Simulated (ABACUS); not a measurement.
# Fe (Im-3m) in ABACUS: settings compared

One crystal, Fe, is run at these levels: AM05, SCAN; tasks: single point, relaxation of cell and atoms.

Everything below comes from runs of ABACUS 3.10.1. Logs are shortened: lines on timing, memory, paths and dates and some standing lists are left out, and cuts for length are marked.

### 1 The structure

The structure is cubic, space group Im-3m (No. 229). Conventional cell: a = 2.886 Å, b = 2.886 Å, c = 2.886 Å, α = 90.00°, β = 90.00°, γ = 90.00°. Fe (site symmetry m-3m) has 8 Fe at 2.50 Å as nearest neighbours.

### 2 Single point, AM05, collinear spin, ferromagnetic start

The input, run_abacus.py:

```python
"""ABACUS run from a structure file: ASE reads it, the script writes STRU, KPT and INPUT."""
import re
import subprocess
import spglib
from ase import Atoms
from ase.io import read
from ase.units import Bohr

atoms = read("Fe.cif")
cell, frac, numbers = spglib.standardize_cell((atoms.cell[:], atoms.get_scaled_positions(), atoms.numbers), to_primitive=True, symprec=1e-4)
atoms = Atoms(numbers=numbers, cell=cell, scaled_positions=frac, pbc=True)  # the primitive cell
atoms = atoms[(-atoms.numbers).argsort(kind="stable")]  # ABACUS lists atoms element by element
pseudo = {'Fe': 'Fe.upf'}
orbital = {}
magmoms = [3.0]
kmesh = [10, 10, 10]
params = {
    'suffix': 'Fe',
    'calculation': 'scf',
    'basis_type': 'pw',
    'pseudo_dir': './',
    'symmetry': 1,
    'dft_functional': 'GGA_X_AM05+GGA_C_AM05',
    'ecutwfc': 119,
    'pseudo_rcut': 10,
    'nspin': 2,
    'nbands': 20,
    'ks_solver': 'dav',
    'smearing_method': 'fd',
    'smearing_sigma': 0.00367493,
    'scf_thr': 1e-08,
    'scf_nmax': 100,
    'mixing_type': 'broyden',
    'mixing_beta': 0.4,
    'cal_force': 1,
    'cal_stress': 1,
    'out_chg': 1,
    'kpar': 4,
}

symbols = atoms.get_chemical_symbols()
elements = list(dict.fromkeys(symbols))
lines = ["ATOMIC_SPECIES"] + [f"{e} {atoms.get_masses()[symbols.index(e)]:.4f} {pseudo[e]}" for e in elements]
if orbital:
    lines += ["", "NUMERICAL_ORBITAL"] + [orbital[e] for e in elements]
lines += ["", "LATTICE_CONSTANT", f"{1 / Bohr:.10f}", "", "LATTICE_VECTORS"]
lines += [" ".join(f"{x:.10f}" for x in v) for v in atoms.cell]
lines += ["", "ATOMIC_POSITIONS", "Direct"]
for e in elements:
    lines += ["", e, "0.0", str(symbols.count(e))]
    for i, p in enumerate(atoms.get_scaled_positions(wrap=False)):
        if symbols[i] == e:
            mag = "" if magmoms is None else " mag " + " ".join(str(x) for x in (magmoms[i] if isinstance(magmoms[i], list) else [magmoms[i]]))
            lines.append(" ".join(f"{x:.10f}" for x in p) + " 1 1 1" + mag)
open("STRU", "w").write("\n".join(lines) + "\n")
open("KPT", "w").write("K_POINTS\n0\nGamma\n%d %d %d 0 0 0\n" % tuple(kmesh))
open("INPUT", "w").write("INPUT_PARAMETERS\n" + "".join(f"{k:<20s}{v}\n" for k, v in params.items()))

done = subprocess.run(['mpirun', '-np', '4', 'abacus'])
if done.returncode:
    raise SystemExit(done.returncode)
log = open("OUT.Fe/running_scf.log").read()
print("final energy (eV):", re.findall(r"FINAL_ETOT_IS (\S+)", log))
```

The input, Fe.cif:

```cif
data_Fe
_cell_length_a 2.88600000
_cell_length_b 2.88600000
_cell_length_c 2.88600000
_cell_angle_alpha 90.00000000
_cell_angle_beta 90.00000000
_cell_angle_gamma 90.00000000
_space_group_name_H-M_alt 'Im-3m'
_space_group_name_Hall '-I 4 2 3'
_space_group_IT_number 229
loop_
_space_group_symop_operation_xyz
'x,y,z'
'-x,-y,-z'
'-y,x,z'
'y,-x,-z'
'-x,-y,z'
'x,y,-z'
'y,-x,z'
'-y,x,-z'
'x,-y,-z'
'-x,y,z'
'-y,-x,-z'
'y,x,z'
'-x,y,-z'
'x,-y,z'
'y,x,-z'
'-y,-x,z'
'z,x,y'
'-z,-x,-y'
'z,-y,x'
'-z,y,-x'
'z,-x,-y'
'-z,x,y'
'z,y,-x'
'-z,-y,x'
'-z,x,-y'
'z,-x,y'
'-z,-y,-x'
'z,y,x'
'-z,-x,y'
'z,x,-y'
'-z,y,x'
'z,-y,-x'
'y,z,x'
'-y,-z,-x'
'x,z,-y'
'-x,-z,y'
'-y,z,-x'
'y,-z,x'
'-x,z,y'
'x,-z,-y'
'-y,-z,x'
'y,z,-x'
'-x,-z,-y'
'x,z,y'
'y,-z,-x'
'-y,z,x'
'x,-z,y'
'-x,z,-y'
'x+1/2,y+1/2,z+1/2'
'-x+1/2,-y+1/2,-z+1/2'
'-y+1/2,x+1/2,z+1/2'
'y+1/2,-x+1/2,-z+1/2'
'-x+1/2,-y+1/2,z+1/2'
'x+1/2,y+1/2,-z+1/2'
'y+1/2,-x+1/2,z+1/2'
'-y+1/2,x+1/2,-z+1/2'
'x+1/2,-y+1/2,-z+1/2'
'-x+1/2,y+1/2,z+1/2'
'-y+1/2,-x+1/2,-z+1/2'
'y+1/2,x+1/2,z+1/2'
'-x+1/2,y+1/2,-z+1/2'
'x+1/2,-y+1/2,z+1/2'
'y+1/2,x+1/2,-z+1/2'
'-y+1/2,-x+1/2,z+1/2'
'z+1/2,x+1/2,y+1/2'
'-z+1/2,-x+1/2,-y+1/2'
'z+1/2,-y+1/2,x+1/2'
'-z+1/2,y+1/2,-x+1/2'
'z+1/2,-x+1/2,-y+1/2'
'-z+1/2,x+1/2,y+1/2'
'z+1/2,y+1/2,-x+1/2'
'-z+1/2,-y+1/2,x+1/2'
'-z+1/2,x+1/2,-y+1/2'
'z+1/2,-x+1/2,y+1/2'
'-z+1/2,-y+1/2,-x+1/2'
'z+1/2,y+1/2,x+1/2'
'-z+1/2,-x+1/2,y+1/2'
'z+1/2,x+1/2,-y+1/2'
'-z+1/2,y+1/2,x+1/2'
'z+1/2,-y+1/2,-x+1/2'
'y+1/2,z+1/2,x+1/2'
'-y+1/2,-z+1/2,-x+1/2'
'x+1/2,z+1/2,-y+1/2'
'-x+1/2,-z+1/2,y+1/2'
'-y+1/2,z+1/2,-x+1/2'
'y+1/2,-z+1/2,x+1/2'
'-x+1/2,z+1/2,y+1/2'
'x+1/2,-z+1/2,-y+1/2'
'-y+1/2,-z+1/2,x+1/2'
'y+1/2,z+1/2,-x+1/2'
'-x+1/2,-z+1/2,-y+1/2'
'x+1/2,z+1/2,y+1/2'
'y+1/2,-z+1/2,-x+1/2'
'-y+1/2,z+1/2,x+1/2'
'x+1/2,-z+1/2,y+1/2'
'-x+1/2,z+1/2,-y+1/2'
loop_
_atom_site_label
_atom_site_type_symbol
_atom_site_symmetry_multiplicity
_atom_site_Wyckoff_symbol
_atom_site_fract_x
_atom_site_fract_y
_atom_site_fract_z
_atom_site_occupancy
Fe1 Fe 2 a 0.0000000000 0.0000000000 0.0000000000 1
```

Potentials or basis: PseudoDojo NC SR 0.4 PBEsol stringent, plane waves.

The run is started by

```
$ OMP_NUM_THREADS=1 python run_abacus.py > log
```

running log:

```text
ABACUS v3.10.1

               Atomic-orbital Based Ab-initio Computation at UStc

 ------------------------------------------------------------------------------------

 READING GENERAL INFORMATION
                           global_out_dir = OUT.Fe/
                           global_in_card = INPUT
                               pseudo_dir = ./
                              orbital_dir =
                                    DSIZE = 4
                                    GSIZE = 1

 READING UNITCELL INFORMATION
                                    ntype = 1
                  lattice constant (Bohr) = 1.88973
              lattice constant (Angstrom) = 1

 READING ATOM TYPE 1
                               atom label = Fe
                      L=0, number of zeta = 1
                      L=1, number of zeta = 1
                      L=2, number of zeta = 1
             number of atom for this type = 1
               magnetization of element 1 = 3

                        TOTAL ATOM NUMBER = 1
DIRECT COORDINATES
    atom                   x                   y                   z     mag                  vx                  vy                  vz
taud_Fe1            0.0000000000        0.0000000000        0.0000000000  3.0000        0.0000000000        0.0000000000        0.0000000000

                          Volume (Bohr^3) = 81.1065
                             Volume (A^3) = 12.0187

 Lattice vectors: (Cartesian coordinate: in unit of a_0)
               -1.443              +1.443              +1.443
               +1.443              -1.443              +1.443
               +1.443              +1.443              -1.443
 Reciprocal vectors: (Cartesian coordinate: in unit of 2 pi/a_0)
                   +0             +0.3465             +0.3465
              +0.3465                  +0             +0.3465
              +0.3465             +0.3465                  +0
 The esolver type has been set to : ksdft_pw

                PAO radial cut off (Bohr) = 10

 Read in pseudopotential file is Fe.upf
                     pseudopotential type = NC
          exchange-correlation functional = PBESOL
                 nonlocal core correction = 1
                        valence electrons = 16
                                     lmax = 2
                           number of zeta = 4
                     number of projectors = 6
                           L of projector = 0
                           L of projector = 0
                           L of projector = 1
                           L of projector = 1
                           L of projector = 2
                           L of projector = 2
 XC functional updated to : GGA_X_AM05+GGA_C_AM05
          exchange-correlation functional = GGA_X_AM05+GGA_C_AM05
     initial pseudo atomic orbital number = 10
 The readin total magnetization is 3
[... 147 lines left out ...]
 --------------- sum -------------------
        1            261           2587

 SETUP NONLOCAL PSEUDOPOTENTIALS IN PLANE WAVE BASIS
 Fe non-local projectors:
 projector 1 L=0
 projector 2 L=0
 projector 3 L=1
 projector 4 L=1
 projector 5 L=2
 projector 6 L=2
      TOTAL NUMBER OF NONLOCAL PROJECTORS = 18

 Init Non-Local PseudoPotential table :
 Init Non-Local-Pseudopotential done.

                                     npwx = 1795

 Make real space PAO into reciprocal space.
       max mesh points in Pseudopotential = 1001
     dq(describe PAO in reciprocal space) = 0.01
                                    max q = 1313

 number of pseudo atomic orbitals for Fe is 4
WARNING: norm of atomic wavefunction # 4 of atomic type Fe is 0.999912, renormalized

 -------------------------------------------
 SELF-CONSISTENT
 -------------------------------------------
                                 init_chg = atomic

 PW ALGORITHM --------------- ION=   1  ELEC=   1--------------------------------
 Notice: Threshold on eigenvalues was too large.
 hsover_error=0.16 > DRHO=0.031838
 Origin diag ethr = 0.01
 New diag ethr = 0.000198987
          total magnetism (Bohr mag/cell) = 2.44883
       absolute magnetism (Bohr mag/cell) = 2.4791
                        nelec for spin up = 9.22442
                      nelec for spin down = 6.77558

 Density error is 0.0319633194063
                          Error Threshold = 0.000198987492595
----------------------------------------------------------
     Energy           Rydberg                 eV
----------------------------------------------------------
 E_KohnSham     -252.8394222825      -3440.0568220700
 E_Harris       -254.6979007016      -3465.3427181802
 E_Fermi        1.2836793492         17.4653535545
----------------------------------------------------------
[... 119 lines left out ...]
 Density error is 7.93536888263e-10
                          Error Threshold = 6.47806520789e-11
----------------------------------------------------------
     Energy           Rydberg                 eV
----------------------------------------------------------
 E_KohnSham     -252.8506473419      -3440.2095468385
 E_KS(sigma->0) -252.8503059486      -3440.2049019439
 E_Harris       -252.8503905867      -3440.2060535045
 E_band         -17.1360874725       -233.1484310522
 E_one_elec     -111.0150717537      -1510.4375397298
 E_Hartree      64.8297599677        882.0541355336
 E_xc           -35.8383714829       -487.6060592077
 E_Ewald        -170.8262812864      -2324.2107936454
 E_entropy(-TS) -0.0006827867        -0.0092897893
 E_descf        0.0000000000         0.0000000000
 E_exx          0.0000000000         0.0000000000
 E_Fermi        1.2480372233         16.9804175527
----------------------------------------------------------

 charge density convergence is achieved
 final etot is -3440.2095468 eV
 EFERMI = 16.980417553 eV

 STATE ENERGY(eV) AND OCCUPATIONS    NSPIN == 2
SPIN UP :
 1/12 kpoint (Cartesian) = 0.0000 0.0000 0.0000 (1745 pws)
       1       -70.7036     0.00100000
       2       -36.6978     0.00100000
       3       -36.6978     0.00100000
       4       -36.6978     0.00100000
       5        8.73711     0.00100000
       6        14.7970     0.00100000
[... 122 lines left out ...]
      19        61.2225        0.00000
      20        64.1927        0.00000

[... levels at 18 further k points ...]

------------------------------------------------------------------------------------------
 TOTAL-FORCE (eV/Angstrom)
------------------------------------------------------------------------------------------
                       Fe1         0.0000000000         0.0000000000         0.0000000000
------------------------------------------------------------------------------------------

----------------------------------------------------------------
 TOTAL-STRESS (KBAR)
----------------------------------------------------------------
      -212.4096034053        -0.0000000000        -0.0000000000
        -0.0000000000      -212.4096034053         0.0000000000
         0.0000000000         0.0000000000      -212.4096034053
----------------------------------------------------------------
 TOTAL-PRESSURE: -212.409603 KBAR

 --------------------------------------------
 !FINAL_ETOT_IS -3440.2095468384982269 eV
 --------------------------------------------
```

It took 12 s on 4 MPI ranks of Intel Xeon 6975P-C (Granite Rapids), shared host; peak memory 0.36 GiB.

Results:

```
Free energy            : -3440.2095 eV
Pressure               : -21.2 GPa
Band gap on the k mesh : none (metal or under the smearing width)
Net moment             : 2.19 μB per cell
Absolute moment        : 2.31 μB per cell
```

Caveat: so large a pressure means that the cell lies far from this level's equilibrium, or that cutoff or potentials fall short; the potentials were made for another functional, which shifts forces and pressure.

### 3 Single point, SCAN, collinear spin, ferromagnetic start

The input, INPUT:

```
INPUT_PARAMETERS
suffix              Fe
calculation         scf
basis_type          lcao
pseudo_dir          ./
orbital_dir         ./
symmetry            1
dft_functional      scan
ecutwfc             100
pseudo_rcut         10
nspin               2
nbands              20
ks_solver           genelpa
smearing_method     fd
smearing_sigma      0.00367493
scf_thr             1e-07
scf_nmax            100
mixing_type         broyden
mixing_beta         0.4
cal_force           1
cal_stress          1
mixing_tau          1
out_mul             1
out_chg             1
```

The input, STRU:

```
ATOMIC_SPECIES
Fe 55.8450 Fe_ONCV_PBE-1.2.upf

NUMERICAL_ORBITAL
Fe_confined-atom_7au_3s2p2d1f.orb

LATTICE_CONSTANT
1.8897261246

LATTICE_VECTORS
-1.4430000000 1.4430000000 1.4430000000
1.4430000000 -1.4430000000 1.4430000000
1.4430000000 1.4430000000 -1.4430000000

ATOMIC_POSITIONS
Direct

Fe
0.0
1
0.0000000000 0.0000000000 0.0000000000 1 1 1 mag 3
```

The input, KPT:

```
K_POINTS
0
Gamma
10 10 10 0 0 0
```

Potentials or basis: SG15 ONCV 1.2 PBE, DZP LCAO (the cutoffs set its grid).

The run is started by

```
$ OMP_NUM_THREADS=1 mpirun -np 4 abacus > log
```

It took 71 s on 4 MPI ranks of Intel Xeon Platinum 8259CL at 2.50GHz (Skylake/Cascade Lake), shared host; peak memory 0.44 GiB.

It converged, with:

```
Free energy            : -3219.8514 eV
Pressure               : 0.2 GPa
Band gap on the k mesh : none (metal or under the smearing width)
Net moment             : 2.81 μB per cell
Absolute moment        : 3.11 μB per cell
Site moments           : Fe +2.81 μB
```

Levels at points of the mesh, in eV from the Fermi level:
Spin up:
```csv
k point,band 5,band 6,band 7,band 8,band 9,band 10,band 11,band 12,band 13,band 14
"(0.00, 0.00, 0.00)",-8.83,-3.64,-3.64,-3.64,-2.46,-2.46,25.44,25.44,25.44,32.56
"(0.50, 0.50, 0.00)",-5.83,-4.59,-2.42,-2.31,-1.22,0.13,6.45,18.21,19.71,23.19
"(0.50, 0.50, 0.50)",-5.81,-5.81,-1.46,-1.46,-1.46,9.52,9.52,9.52,14.87,14.87
```
Spin down:
```csv
k point,band 4,band 5,band 6,band 7,band 8,band 9,band 10,band 11
"(0.00, 0.00, 0.00)",-53.01,-8.88,0.48,0.48,0.48,2.77,2.77,25.25
"(0.50, 0.50, 0.00)",-53.01,-3.41,-0.95,-0.02,2.54,3.03,3.70,9.01
"(0.50, 0.50, 0.50)",-53.29,-2.41,-2.41,3.39,3.39,3.39,9.45,9.45
```

Caveat: the atomic orbitals were generated for these runs and aren't a published set; the potentials were made for another functional, which shifts forces and pressure; the basis of atomic orbitals isn't converged, which shifts pressures, moduli and gaps.

(Continued in part 2 of 2.)
